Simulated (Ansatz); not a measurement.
# TiO₂: a line through a two-coordinate scan, part 2 of 2

How does the energy of TiO2 (I4_1/amd, No. 141; 6 atoms in the cell) vary with lattice constant a (and b), at lattice constant c = 9.517 Å?

Ansatz 0.2.0; DFT PBE+U, scalar-relativistic, plane waves, PAW.

### 7 Point (3.818 Å, 9.517 Å)

Contents of input.yaml:

```yaml
crystal:
  lattice:
    - [-1.9088507715, 1.9088507715, 4.75845]
    - [1.9088507715, -1.9088507715, 4.75845]
    - [1.9088507715, 1.9088507715, -4.75845]
  atoms:
    - { symbol: Ti, position: [0.0, 0.0, 0.0] }
    - { symbol: Ti, position: [0.75, 0.25, 0.5] }
    - { symbol: O, position: [0.2052682436, 0.2052682436, 0.0] }
    - { symbol: O, position: [0.9552682436, 0.4552682436, 0.5] }
    - { symbol: O, position: [0.5447317564, 0.0447317564, 0.5] }
    - { symbol: O, position: [0.7947317564, 0.7947317564, 0.0] }
basis:
  ecutwfc: 520.0
kpoints:
  mp_grid: { grid: [8, 8, 8] }
hamiltonian:
  xc: pbe
  hubbard: { sites: [{ species: Ti, l: d, u_eff: 4.0 }] }
scf:
  occupations: { method: gaussian, width: 0.05 }
output:
  forces: true
  stress: true
  eigenvalues: true
  write_density: true
  write_potential: true
  elf: true
  volumetric_format: npy
```

The run is started by

```sh
> ansatz run input.yaml --threads 2 --pin off --max-ram 4096MiB --backend cpu --events-out ev --progress --plain --runs-dir out
```

The log of the run, shortened:

```text
Warning: RAYON_NUM_THREADS=2 ignored (pool sized by the plan → 2); use --threads N
Ti: projections on atomic orbitals take those of the free atom [Ne] 3s2 3p6 3d2 4s2, of charge +0.00 (hamiltonian.pseudopotentials.projection_atoms); the dataset's partial waves leave at most 4.1e-7 of an orbital's norm unspanned inside its sphere
O: projections on atomic orbitals take those of the free atom [He] 2s2 2p4, of charge +0.00 (hamiltonian.pseudopotentials.projection_atoms); the dataset's partial waves leave at most 1.9e-8 of an orbital's norm unspanned inside its sphere
[...]
Pseudopotentials: kind: paw
Pseudopotential: Ti, paw, valence charge 12, recommended cutoff 420 eV (normal), Ti.paw.azcp
Pseudopotential: O, paw, valence charge 6, recommended cutoff 420 eV (normal), O.paw.azcp
Functional definition: PBE
[...]
Crystal: 6 atoms, lattice volume = 69.354 Å³
[...]
SCF iter   9: F=-7270.811643 eV  HF=-7270.811643 eV  |F-HF|=3.64e-11  |Δ(HF+E_count)|=   3.92e-9  Δρ=4.53e-7  dr2=1.17e-10  ethr=1.08e-10  ⟨swp⟩=6.1  Hψ=10361  notcnv=0
[...]
SCF converged after 9 iterations
Free energy (F): -7270.811643 eV
[...]
E sigma→0 (E₀):  -7270.811643 eV
Fermi energy:    8.676813 eV
[...]
--- Forces (eV/Å), atoms counted from 1 ---
  atom   1  Ti    -0.00000000     0.00000000    -0.00000000
  atom   2  Ti     0.00000000    -0.00000000     0.00000000
  atom   3  O      0.00000000    -0.00000000     0.52452529
  atom   4  O     -0.00000000     0.00000000     0.52452529
  atom   5  O     -0.00000000     0.00000000    -0.52452529
  atom   6  O      0.00000000    -0.00000000    -0.52452529
[...]
--- Stress (GPa, compression-positive) ---
        3.723984      -0.000000       0.000000
       -0.000000       3.723984      -0.000000
        0.000000      -0.000000      11.445445
  P = ⅓ Tr σ = 6.2978 GPa (62.978 kbar)
--- Band table (eV; the first three rows and the last of 59) ---
[...]
Occupation matrices written to <dir>
```

Run time: 27 s. Hardware: 2 threads of Intel Xeon at 2.50GHz (Skylake/Cascade Lake), shared host; peak memory 0.62 GiB.

Axes a, b and c in the maps are those of this run's conventional cell (a, b, c = 3.818, 3.818, 9.517 Å).

Density in a lattice plane of the grid's cell (edges 3.82 and 9.52 Å, at 0.000 of the third edge), which holds Ti and O.

Ten even steps from '0' (0.02 e/Å³) to '9' (9.96 e/Å³):
```
5301474103
0000121000
2100000001
7410353014
4201797102
0000353000
0000000000
0000121000
0000474000
0000242000
0000000000
0000000000
0000000000
0000000000
4200000002
7400000004
2100000001
0000000000
5300000003
9710242017
```
Columns run along the first of these edges and rows up along the second, over one cell in 10 and 20 even steps from the bottom left corner. Atoms in the plane (fractional): Ti at (0.00, 0.00), Ti at (0.50, 0.75), O at (0.00, 0.21), O at (0.50, 0.96), O at (0.50, 0.54), O at (0.00, 0.79).

ELF in the same plane.

Ten even steps from ' ' (0.00) to '@' (0.83):
```
****..%%%%--%%%%..**
--::..++@@@@@@++..::
@@@@++..::--::..++@@
--%%%%..******..%%%%
@@@@**++**  **++**@@
%%##..::##**##::..##
..    ..::--::..    
    --%%@@@@@@%%--  
    ++@@%%--%%@@++  
    --%%@@@@@@%%--  
      ==##%%##==    
        ......      
....              ..
%%##==          ==##
@@@@%%--      --%%@@
--%%@@++      ++@@%%
@@@@%%--      --%%@@
--::..    ..    ..::
**##::..##%%##..::##
  **++**@@@@@@**++**
```
Columns run along the first of these edges and rows up along the second, over one cell in 10 and 20 even steps from the bottom left corner. Atoms in the plane (fractional): Ti at (0.00, 0.00), Ti at (0.50, 0.75), O at (0.00, 0.21), O at (0.50, 0.96), O at (0.50, 0.54), O at (0.00, 0.79).

Both are smooth fields of the valence electrons: close to the nuclei they are not physical.

The highest ELF values outside the cores: 0.84 in the shell around O, 0.6 Å from O.

That is 11 meV/atom from the zero.

### 8 Grid point (3.881 Å, 9.517 Å)

input.yaml: that of step 7 with these lines changed.

```diff
@@ -2,5 +2,5 @@
   lattice:
-    - [-1.9088507715, 1.9088507715, 4.75845]
-    - [1.9088507715, -1.9088507715, 4.75845]
-    - [1.9088507715, 1.9088507715, -4.75845]
+    - [-1.94065, 1.94065, 4.75845]
+    - [1.94065, -1.94065, 4.75845]
+    - [1.94065, 1.94065, -4.75845]
   atoms:
@@ -25,5 +25 @@
   eigenvalues: true
-  write_density: true
-  write_potential: true
-  elf: true
-  volumetric_format: npy
```

The run is started by

```sh
> ansatz run input.yaml --threads 2 --pin off --max-ram 4096MiB --backend cpu --events-out ev --progress --plain --runs-dir out
```

The log of the run, shortened:

```text
[...]
SCF converged after 9 iterations
Free energy (F): -7270.810753 eV
[...]
E sigma→0 (E₀):  -7270.810753 eV
Fermi energy:    8.196293 eV
[...]
--- Forces (eV/Å), atoms counted from 1 ---
  atom   1  Ti     0.00000000     0.00000000     0.00000000
  atom   2  Ti     0.00000000     0.00000000     0.00000000
  atom   3  O      0.00000000     0.00000000     0.49145095
  atom   4  O      0.00000000     0.00000000     0.49145095
  atom   5  O      0.00000000     0.00000000    -0.49145095
  atom   6  O      0.00000000     0.00000000    -0.49145095
[...]
--- Stress (GPa, compression-positive) ---
       -3.578103       0.000000       0.000000
        0.000000      -3.578103      -0.000000
        0.000000       0.000000       6.710458
  P = ⅓ Tr σ = -0.1486 GPa (-1.486 kbar)
--- Band table (eV; the first three rows and the last of 59) ---
[...]
Occupation matrices written to <dir>
```

Run time: 22 s. Hardware: 2 threads of Intel Xeon at 2.50GHz (Skylake/Cascade Lake), shared host; peak memory 0.59 GiB.

Energy on the map's scale: 11 meV/atom.

### 9 Point (3.945 Å, 9.517 Å)

input.yaml: that of step 8 with these lines changed.

```diff
@@ -2,5 +2,5 @@
   lattice:
-    - [-1.94065, 1.94065, 4.75845]
-    - [1.94065, -1.94065, 4.75845]
-    - [1.94065, 1.94065, -4.75845]
+    - [-1.9725, 1.9725, 4.75845]
+    - [1.9725, -1.9725, 4.75845]
+    - [1.9725, 1.9725, -4.75845]
   atoms:
```

The run is started by

```sh
> ansatz run input.yaml --threads 2 --pin off --max-ram 4096MiB --backend cpu --events-out ev --progress --plain --runs-dir out
```

The log of the run, shortened:

```text
[...]
SCF converged after 9 iterations
Free energy (F): -7270.712155 eV
[...]
E sigma→0 (E₀):  -7270.712155 eV
Fermi energy:    7.736744 eV
[...]
--- Forces (eV/Å), atoms counted from 1 ---
  atom   1  Ti    -0.00000000     0.00000000     0.00000000
  atom   2  Ti    -0.00000000     0.00000000     0.00000000
  atom   3  O      0.00000000     0.00000000     0.42542874
  atom   4  O      0.00000000    -0.00000000     0.42542874
  atom   5  O      0.00000000     0.00000000    -0.42542874
  atom   6  O     -0.00000000     0.00000000    -0.42542874
[...]
--- Stress (GPa, compression-positive) ---
       -9.510460      -0.000000       0.000000
       -0.000000      -9.510460       0.000000
        0.000000      -0.000000       2.460623
  P = ⅓ Tr σ = -5.5201 GPa (-55.201 kbar)
--- Band table (eV; the first three rows and the last of 59) ---
[...]
Occupation matrices written to <dir>
```

It took 23 s on 2 threads of Intel Xeon at 2.50GHz (Skylake/Cascade Lake), shared host; peak memory 0.64 GiB.

That is 27 meV/atom from the zero.

### 10 The run at (4.009 Å, 9.517 Å)

input.yaml: that of step 9 with these lines changed.

```diff
@@ -2,5 +2,5 @@
   lattice:
-    - [-1.9725, 1.9725, 4.75845]
-    - [1.9725, -1.9725, 4.75845]
-    - [1.9725, 1.9725, -4.75845]
+    - [-2.0043, 2.0043, 4.75845]
+    - [2.0043, -2.0043, 4.75845]
+    - [2.0043, 2.0043, -4.75845]
   atoms:
```

The run is started by

```sh
> ansatz run input.yaml --threads 2 --pin off --max-ram 4096MiB --backend cpu --events-out ev --progress --plain --runs-dir out
```

The log of the run, shortened:

```text
Warning: RAYON_NUM_THREADS=2 ignored (pool sized by the plan → 2); use --threads N
Ti: projections on atomic orbitals take those of the free atom [Ne] 3s2 3p6 3d2 4s2, of charge +0.00 (hamiltonian.pseudopotentials.projection_atoms); the dataset's partial waves leave at most 4.1e-7 of an orbital's norm unspanned inside its sphere
O: projections on atomic orbitals take those of the free atom [He] 2s2 2p4, of charge +0.00 (hamiltonian.pseudopotentials.projection_atoms); the dataset's partial waves leave at most 1.9e-8 of an orbital's norm unspanned inside its sphere
[...]
Pseudopotentials: kind: paw
Pseudopotential: Ti, paw, valence charge 12, recommended cutoff 420 eV (normal), Ti.paw.azcp
Pseudopotential: O, paw, valence charge 6, recommended cutoff 420 eV (normal), O.paw.azcp
Functional definition: PBE
[...]
Crystal: 6 atoms, lattice volume = 76.463 Å³
[...]
SCF iter   9: F=-7270.532151 eV  HF=-7270.532151 eV  |F-HF|=5.94e-9  |Δ(HF+E_count)|=   1.60e-8  Δρ=3.26e-6  dr2=7.84e-9  ethr=2.08e-10  ⟨swp⟩=9.9  Hψ=7407  notcnv=0
[...]
SCF converged after 9 iterations
Free energy (F): -7270.532151 eV
[...]
E sigma→0 (E₀):  -7270.532151 eV
Fermi energy:    7.298652 eV
[...]
--- Forces (eV/Å), atoms counted from 1 ---
  atom   1  Ti    -0.00000000     0.00000000    -0.00000000
  atom   2  Ti     0.00000000     0.00000000     0.00000000
  atom   3  O      0.00000000     0.00000000     0.33276348
  atom   4  O     -0.00000000     0.00000000     0.33276348
  atom   5  O     -0.00000000     0.00000000    -0.33276348
  atom   6  O      0.00000000     0.00000000    -0.33276348
[...]
--- Stress (GPa, compression-positive) ---
      -14.259597      -0.000000       0.000000
       -0.000000     -14.259597      -0.000000
        0.000000      -0.000000      -1.346278
  P = ⅓ Tr σ = -9.9552 GPa (-99.552 kbar)
--- Band table (eV; the first three rows and the last of 59) ---
[...]
Occupation matrices written to <dir>
```

Run time: 21 s. Hardware: 2 threads of Intel Xeon at 2.50GHz (Skylake/Cascade Lake), shared host; peak memory 0.65 GiB.

Energy on the map's scale: 57 meV/atom.

### 11 Results

The summary covers parts 1 to 2.

```
lattice constant a (and b) (Å)  step  energy (meV/atom)  slope (meV/atom per Å)  pressure (GPa)  band gap on the k-mesh (eV)  largest force on an atom (eV/Å)
                         3.627     3                140                   −1309            34.1                         3.04                            0.350
                         3.690     4                 72                    −857            23.2                         2.93                            0.463
                         3.754     6                 30                    −470            14.0                         2.83                            0.518
                         3.818     7                 11                    −141             6.3                         2.74                            0.525
                         3.881     8                 11                     137            −0.1                         2.66                            0.491
                         3.945     9                 27                     371            −5.5                         2.59                            0.425
                         4.009    10                 57                     566           −10.0                         2.52                            0.333
```

Energies count from the relaxed crystal. Slopes come from the forces (and the stress, where the cell changes), not from differences of energies.

| run | outcome |
| --- | --- |
| step 5, run with lower_state_search light (against step 4) | 0.0 meV/atom |

**Reading.** Along the line the energy is lowest at 3.818 Å, 11 meV/atom from the zero. A fit to energies and slopes at the lowest point and its two neighbours puts the minimum at 3.8485 Å, with a curvature of about 4400 meV/atom per Å². The highest point computed, at 3.627 Å, lies 130 meV/atom above the lowest. This is one cut through a surface in two coordinates; the map's lowest point lies off it.
